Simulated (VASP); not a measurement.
# MgSe: single point with HSE06

Crystal: MgSe.

```
Se Mg
1.0
     0.00000    2.72550    2.72550
     2.72550    0.00000    2.72550
     2.72550    2.72550    0.00000
Se Mg
1 1
Direct
  0.50000 0.50000 0.50000
  0.00000 0.00000 0.00000
```

```yaml
Program: VASP 6.6.1
Task: single point
Functional: HSE06
Potentials_or_basis: VASP PAW PBE potentials, release 64 (Se, Mg)
Cutoff: 520 eV
k_mesh: 6 × 6 × 6
Occupations: gaussian, width 0.02 eV
Spin: spin-orbit coupling, no magnetisation
Ladder: gaps
Grid_for_exact_exchange_PRECFOCK: Fast
Screening_parameter: 0.2 1/A
Further_INCAR_settings: ALGO = Normal; EDIFF = 1e-06; NBANDS = 20
```

- Pressure: 0.2 GPa
- Valence electrons inside the program's atomic spheres: Se 4.01; Mg 0.29

It took 3 min on 4 MPI ranks on Intel(R) Xeon(R) 6975P-C (Granite Rapids), with other jobs on the host, peak memory 0.36 GiB a rank.

Caveat: the PAW data sets were made with another functional, which shifts forces and pressure a little.
